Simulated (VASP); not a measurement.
These are r2SCAN meta-GGA, VASP's PBE PAW potentials (set 64) (plane waves; VASP) values and carry that method's errors.

A VASP calculation is set up with these files.

INCAR:
```
! general
SYSTEM  = AlSb
PREC    = Accurate
ENCUT   = 400
LREAL   = .False.
LASPH   = .True.
NBANDS  = 24

! electronic loop
EDIFF   = 1E-7
NELM    = 100
ALGO    = Normal
LMAXMIX = 4
LMIXTAU = .True.

! smearing
ISMEAR  = 0
SIGMA   = 0.01

! functional
METAGGA = R2SCAN

! output
LWAVE   = .False.
LCHARG  = .False.
NEDOS   = 1001

! other
LOPTICS = .True.
LPEAD   = .True.
CSHIFT  = 0.1
```

### POSCAR
```
AlSb
6.1828310
  0.0000000000   0.5000000182   0.5000000182
  0.5000000182   0.0000000000   0.5000000182
  0.5000000182   0.5000000182   0.0000000000
Al Sb
1 1
Cartesian
  0.0000000000   0.0000000000   0.0000000000
  0.2500000091   0.2500000091   0.2500000091
```

**KPOINTS**
```
Automatic mesh
0
Gamma
13 13 13
0 0 0
```

POTCAR, in this order: Al Sb (PBE.64 set). Program: vasp_std.

What VASP printed:

**OUTCAR**
```
 ion  position               nearest neighbor table
   1  0.000  0.000  0.000-   2 2.68   2 2.68   2 2.68   2 2.68
   2  0.250  0.250  0.250-   1 2.68   1 2.68   1 2.68   1 2.68
  LATTYP: Found a face centered cubic cell.
 ALAT       =     6.1828312252
 Subroutine PRICEL returns:
 Original cell was already a primitive cell.
 Subroutine GETGRP returns: Found 24 space group operations
The static configuration has the point symmetry T_d .
The dynamic configuration has the point symmetry T_d .
 Subroutine INISYM returns: Found 24 space group operations
 Subroutine IBZKPT returns following result:
 Found     84 irreducible k-points:

 Following reciprocal coordinates:
            Coordinates               Weight
  0.000000  0.000000  0.000000      1.000000
  0.076923  0.000000  0.000000      8.000000
  0.153846  0.000000  0.000000      8.000000
  0.230769  0.000000  0.000000      8.000000
  0.307692  0.000000  0.000000      8.000000
  0.384615  0.000000  0.000000      8.000000
  0.461538  0.000000  0.000000      8.000000
  0.076923  0.076923  0.000000      6.000000
  0.153846  0.076923  0.000000     24.000000
...
```

### OSZICAR
```
       N       E                     dE             d eps       ncg     rms          rms(c)
DAV:   1    -0.119312059920E+02   -0.11931E+02   -0.19911E+03  4032   0.194E+02
DAV:   2    -0.331190173606E+02   -0.21188E+02   -0.20303E+02  5064   0.513E+01
DAV:   3    -0.338728996281E+02   -0.75388E+00   -0.75036E+00  5136   0.847E+00
DAV:   4    -0.338802088178E+02   -0.73092E-02   -0.73084E-02  4712   0.979E-01
DAV:   5    -0.338803460956E+02   -0.13728E-03   -0.13728E-03  5224   0.128E-01    0.393E+00
DAV:   6    -0.329247197572E+02    0.95563E+00   -0.17863E-01  4144   0.112E+00    0.259E+00
DAV:   7    -0.328858729168E+02    0.38847E-01   -0.13051E-01  4128   0.934E-01    0.454E-01
DAV:   8    -0.329341496400E+02   -0.48277E-01   -0.88447E-02  4120   0.810E-01    0.528E-01
DAV:   9    -0.329431169879E+02   -0.89673E-02   -0.27412E-03  5096   0.163E-01    0.355E-01
DAV:  10    -0.329450499052E+02   -0.19329E-02   -0.57638E-03  4640   0.261E-01    0.131E-01
DAV:  11    -0.329474205663E+02   -0.23707E-02   -0.20704E-03  4424   0.139E-01    0.143E-02
DAV:  12    -0.329473739906E+02    0.46576E-04   -0.12492E-04  4984   0.411E-02    0.425E-02
DAV:  13    -0.329475407556E+02   -0.16676E-03   -0.17195E-04  4584   0.433E-02    0.871E-03
DAV:  14    -0.329475437788E+02   -0.30232E-05   -0.89942E-06  4976   0.113E-02    0.510E-03
DAV:  15    -0.329475460324E+02   -0.22537E-05   -0.56983E-07  4736   0.287E-03    0.350E-03
DAV:  16    -0.329475431315E+02    0.29010E-05   -0.78572E-07  4664   0.317E-03    0.478E-03
DAV:  17    -0.329475469448E+02   -0.38133E-05   -0.12410E-06  4536   0.432E-03    0.225E-04
DAV:  18    -0.329475470216E+02   -0.76849E-07   -0.43925E-08  4608   0.686E-04
   1 F= -.32947547E+02 E0= -.32947547E+02  d E =-.242992E-15
 imaginary and real dielectric function
```

OUTCAR:
```
------------------------ aborting loop because EDIFF is reached ----------------------------------------
  FORCE on cell =-STRESS in cart. coord.  units (eV):
  Direction    XX          YY          ZZ          XY          YZ          ZX
  --------------------------------------------------------------------------------------
  Total        0.0058556      0.0058556      0.0058556     -0.0000000      0.0000000     -0.0000000
  in kB        0.1587734      0.1587734      0.1587734     -0.0000000      0.0000000     -0.0000000
  external PRESSURE =       0.1587734 kB  Pullay stress =       0.0000000 kB
  volume of cell :       59.09
      direct lattice vectors                 reciprocal lattice vectors
     0.000000000  3.091415613  3.091415613    -0.161738201  0.161738201  0.161738201
     3.091415613  0.000000000  3.091415613     0.161738201 -0.161738201  0.161738201
     3.091415613  3.091415613  0.000000000     0.161738201  0.161738201 -0.161738201
 POSITION                                       TOTAL-FORCE (eV/Angst)
 -----------------------------------------------------------------------------------
      0.00000      0.00000      0.00000         0.000000     -0.000000     -0.000000
      1.54571      1.54571      1.54571         0.000000      0.000000      0.000000
 -----------------------------------------------------------------------------------
    total drift:                               -0.000002     -0.000002     -0.000002
  FREE ENERGIE OF THE ION-ELECTRON SYSTEM (eV)
  ---------------------------------------------------
  free  energy   TOTEN  =       -32.9475470216 eV

  energy  without entropy=      -32.9475470216  energy(sigma->0) =      -32.94754702

 plasma frequency squared (from intraband transitions) (eV^2)
  --------------------------------------------------------------------------------------
       0.000       0.000       0.000
       0.000       0.000       0.000
       0.000       0.000       0.000

 plasma frequency squared (from interband transitions, int dw w eps(2)(w)) (eV^2)
  --------------------------------------------------------------------------------------
     198.590       0.000       0.000       0.000      -0.000      -0.000
       0.000      -0.000     198.590       0.000       0.000       0.000
      -0.000       0.000       0.000      -0.000     198.590       0.000
```
(Selected blocks of OUTCAR.)

The compound is AlSb in the zinc blende structure. It was relaxed first.
